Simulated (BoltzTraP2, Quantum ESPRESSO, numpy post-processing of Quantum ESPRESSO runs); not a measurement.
# Seebeck coefficient and power factor of n- and p-type zincblende BN against carrier concentration at 900 K (PBE, constant relaxation time)

We have to decide which carrier type and which concentration to aim for in a zincblende BN leg that carries heat away from a component at 900 K to a side 100 K cooler. In such an active cooler the Peltier current pumps heat in the direction in which it already flows, so the high thermal conductivity of BN helps instead of hurting.

Our brief asks for a Seebeck coefficient of at least 200 µV/K in magnitude, to keep the current low, and a power factor of at least 4 mW/(m K²). The free-carrier concentration may not exceed $10^{21}$ per cm³. The Seebeck coefficient is calculated outright. The power factor is calculated per relaxation time $\tau$, and we convert it with an assumed $\tau$ of 10 fs for both carrier types.

## Set-up

BN (zincblende), space group 216, 2 atoms in the cell, from the Crystallography Open Database or the Materials Project; held at the computed lattice of the entry, symmetry fixes all atomic positions (primitive vectors 2.564, 2.564, 2.564 angstrom). Quantum ESPRESSO 7.5, plane waves with PseudoDojo pseudopotentials, cutoff 1143 eV, PBE, scalar-relativistic, without spin-orbit coupling, no spin polarisation; self-consistent k mesh 12x12x12, dense band mesh 24x24x24. Kohn-Sham gap 4.52 eV, edges Gamma to X. Transport integrals use the linearised Boltzmann equation on the interpolated bands, with no shift of the gap. Temperature 900 K. The conduction edge has 3 valley(s) of band degeneracy 1, the valence edge 1 of degeneracy 3 (spin not counted).

- log concentration: base-10 logarithm of the carrier concentration in 1/cm^3.
- depth in band (eV): chemical potential inside the band: mu minus the conduction minimum for electrons, valence maximum minus mu for holes; negative in the gap.
- conductivity mass (m_e): conductivity mass n e^2 tau / sigma at this doping and temperature, in free-electron masses.
- Seebeck coefficient (microvolt/K): Seebeck coefficient, mean of the diagonal, negative for electrons; star-function interpolation of the dense bands.
- power factor over tau (1e10 W/(m K² s)): power factor over relaxation time, S^2 sigma/tau, mean of the diagonal.
- Seebeck, second code (microvolt/K): the same from BoltzTraP2 on the same bands.

## Table of results

| member | carrier type | log concentration | depth in band (eV) | conductivity mass (m_e) | Lorenz number (1e-8 V²/K²) | Seebeck coefficient (microvolt/K) | power factor over tau (1e10 W/(m K² s)) | Seebeck, second code (microvolt/K) |
| --- | --- | --- | --- | --- | --- | --- | --- | --- |
| 1e18 per cm^3 | electrons | 18.00 | −0.369 | 0.408 | 1.82 | −626 | 2.70 | −625 |
| 1e19 per cm^3 | electrons | 19.00 | −0.188 | 0.408 | 1.82 | −428 | 12.60 | −427 |
| 3e19 per cm^3 | electrons | 19.48 | −0.098 | 0.409 | 1.84 | −334 | 23.10 | −334 |
| 1e20 per cm^3 | electrons | 20.00 | 0.011 | 0.410 | 1.88 | −235 | 38.00 | −234 |
| 3e20 per cm^3 | electrons | 20.48 | 0.139 | 0.414 | 1.99 | −151 | 46.80 | −151 |
| 1e21 per cm^3 | electrons | 21.00 | 0.368 | 0.433 | 2.22 | −81 | 42.30 | −81 |
| 1e18 per cm^3 | holes | 18.00 | −0.469 | 0.658 | 1.70 | 737 | 2.32 | 737 |
| 1e19 per cm^3 | holes | 19.00 | −0.290 | 0.658 | 1.71 | 538 | 12.40 | 539 |
| 3e19 per cm^3 | holes | 19.48 | −0.204 | 0.659 | 1.71 | 444 | 25.30 | 444 |
| 1e20 per cm^3 | holes | 20.00 | −0.106 | 0.660 | 1.73 | 341 | 49.60 | 342 |
| 3e20 per cm^3 | holes | 20.48 | −0.010 | 0.665 | 1.78 | 249 | 78.80 | 250 |
| 1e21 per cm^3 | holes | 21.00 | 0.124 | 0.684 | 1.92 | 155 | 98.70 | 155 |

Least-squares fits to the whole series, with x = log concentration; R² in the fitted variables, residuals in the unit of y:

| y | carrier type | members | fit | R² | rms residual | leave-one-out rms | standard deviation of y |
| --- | --- | --- | --- | --- | --- | --- | --- |
| Seebeck coefficient (microvolt/K) | electrons | 6 | y = −3929.9 + 184.17 x | 1.00 | 11 | 21 | 199 |
| Seebeck coefficient (microvolt/K) | holes | 6 | y = 4238.3 − 194.69 x | 1.00 | 3.1 | 5.9 | 210 |
| power factor over tau (1e10 W/(m K² s)) | electrons | 6 | y = −280.6 + 15.67 x | 0.92 | 4.7 | 7.2 | 18 |
| power factor over tau (1e10 W/(m K² s)) | holes | 6 | y = −622.9 + 33.95 x | 0.91 | 10 | 20 | 38 |

## The trend and its physics

The magnitude of the Seebeck coefficient falls with every step in concentration, for both carrier types. From $10^{18}$ to $10^{19}$ per cm³ it drops by 626 − 428 = 198 µV/K for electrons and by 737 − 538 = 199 µV/K for holes. This is the classical result for a chemical potential well inside the gap, $(k_B/e)\ln 10$ = 86.2 × 2.303 = 198.5 µV/K per decade. From $10^{20}$ to $10^{21}$ the drop shrinks to 235 − 81 = 154 and 341 − 155 = 186 µV/K, because the chemical potential has entered the band and the carriers become degenerate.

At equal concentration holes have the larger Seebeck coefficient. Their density of states is higher, so the same number of carriers leaves the chemical potential further out towards the middle of the gap, or less deep in the band. At $10^{18}$ the extra distance is 0.469 − 0.369 = 0.100 eV, and dividing it by e and by 900 K gives about 110 µV/K, which is the whole difference of 737 − 626 = 111 µV/K.

The power factor $S^2\sigma$ sets this loss of voltage against a conductivity that grows almost in proportion to concentration. For electrons the largest tabulated value is at $3\times10^{20}$, and the next row is lower by a factor 42.3 / 46.8 = 0.90. For holes the largest value is in the last row, still 98.7 / 78.8 = 1.25 times the one before, so the table does not bracket their optimum.

Holes are not ahead throughout. At $10^{18}$ their conductivity mass, 0.658 / 0.408 = 1.61 times that of electrons, outweighs the gain in $S^2$, (737 / 626)² = 1.39. From $3\times10^{19}$ upwards the hole rows have the higher power factor, and at $10^{21}$ the ratio is 98.7 / 42.3 = 2.33.

## Where the trend breaks

Largest departures from the fit to the whole series:

| member | carrier type | Seebeck coefficient (microvolt/K) | fit | computed − fit | in rms residuals |
| --- | --- | --- | --- | --- | --- |
| 1e21 per cm^3 | electrons | −81 | −62 | −19 | 1.7 |
| 1e21 per cm^3 | holes | 155 | 150 | +5 | 1.7 |
| 1e20 per cm^3 | holes | 341 | 344 | −4 | 1.1 |
| 1e20 per cm^3 | electrons | −235 | −247 | +12 | 1.0 |

The largest departure from the straight-line Seebeck fits is the electron row at $10^{21}$, −81 against −62 µV/K. It comes from laying a line over a curve: the slope flattens in the degenerate range, so the end rows have larger magnitudes than the line and the row at $10^{20}$ a smaller one. Holes show the same bend more weakly. The second code agrees within 1 µV/K in every row, which supports the interpolation but not the bands themselves, since both codes use the same ones.

The linear fits to the power factor should not be used to find an optimum. A line has no maximum, and for holes at $10^{18}$ it gives −622.9 + 33.95 × 18 = −11.8, an impossible negative value.

The hole Lorenz number of 1.70 at $10^{18}$ lies below the value for a non-degenerate parabolic band with constant $\tau$, $\tfrac{5}{2}(k_B/e)^2$, which in the table's unit is 2.5 × 0.862² = 1.86. We leave this open; it does not enter the selection.

## Meeting the brief

With $\tau = 10^{-14}$ s, one table unit of $10^{10}$ W/(m K² s) becomes 0.1 mW/(m K²).

The Seebeck limit of 200 µV/K removes the electron rows at $3\times10^{20}$ and $10^{21}$ and the hole row at $10^{21}$, although the last has the highest power factor of the table. Of the remaining rows, two reach 4 mW/(m K²):

- holes at $3\times10^{20}$: 249 µV/K and 78.8 × 0.1 = 7.88 mW/(m K²)
- holes at $10^{20}$: 341 µV/K and 49.6 × 0.1 = 4.96 mW/(m K²)

The best electron row within the Seebeck limit, at $10^{20}$, just misses with 38.0 × 0.1 = 3.80 mW/(m K²).

**We pick holes at $3\times10^{20}$ per cm³**, with holes at $10^{20}$ as runner-up. At optimum current the pumped heat acts like an added thermal conductivity $S^2\sigma T_h^2/(2\Delta T)$ = 7.88 × 0.001 × 900² / (2 × 100) = 32 W/(m K). Ordinary conduction in BN would probably still carry more.

PBE band masses may be wrong by roughly 10 per cent. This shifts the Seebeck coefficient by about $\tfrac{3}{2}(k_B/e)\,\Delta m/m$ = 1.5 × 86.2 × 0.10 = 13 µV/K. The power factor hardly moves, because a heavier mass also lowers the conductivity: the Seebeck coefficient becomes 249 + 13 = 262 µV/K, and the power factor changes by (262 / 249)² / 1.10 = 1.01.

The relaxation time matters more. The pick meets the power-factor target as long as $\tau$ exceeds 10 × 4 / 7.88 = 5.1 fs. It loses to the runner-up if $\tau$ at $3\times10^{20}$ is below 49.6 / 78.8 = 0.63 of its value at $10^{20}$, and to electrons at $10^{20}$ if their $\tau$ is more than 78.8 / 38.0 = 2.07 times that of the holes. Acoustic-phonon scattering, which slows fast carriers more, would take roughly 40 µV/K off the Seebeck coefficient; together with a mass error of the unfavourable sign, that would use up the margin of 49 µV/K.

## Conclusions and limits

Between $10^{18}$ and $10^{21}$ per cm³ at 900 K, the straight line in log concentration gives the hole Seebeck coefficient to about 6 µV/K and the electron one to about 21 µV/K, by the leave-one-out errors.

Two omitted effects can outweigh the differences in power factor. The density of states that raises the hole Seebeck coefficient also offers more final states for scattering. From the 111 µV/K difference it is exp(111 / 86.2) = 3.6 times that of electrons, and hole relaxation times shorter than those of electrons by this whole factor would put electrons at $10^{20}$ ahead in power factor, since a factor of 2.07 is enough. With the assumed electron $\tau$ of 10 fs, no row would then meet the brief. Ionised dopants shorten $\tau$ as doping rises, perhaps by a factor of two per decade at the heavy end, which would cancel the hole gain from $10^{20}$ to $10^{21}$ and move the optimum to lower concentration.

[On method and selection: Rows are kept only where two interpolation codes agree within about 6 per cent in the Seebeck coefficient and 12 per cent in sigma/tau (the second code interpolated between its nearest temperatures where it lacks this one) and minority carriers are under 2 per cent. Runs that did not converge, have known faults or may not be shown are not listed, and runs on Ansatz's PAW sets soft_1 and soft_2 are kept to separate tables. Runs of this code whose gap, pressure or static dielectric constant lay far from a check run of another code, or whose pseudopotential file was found faulty, are left out. Level and temperature are those for which the most rows pass the checks, spin-orbit coupling and r2SCAN preferred.]
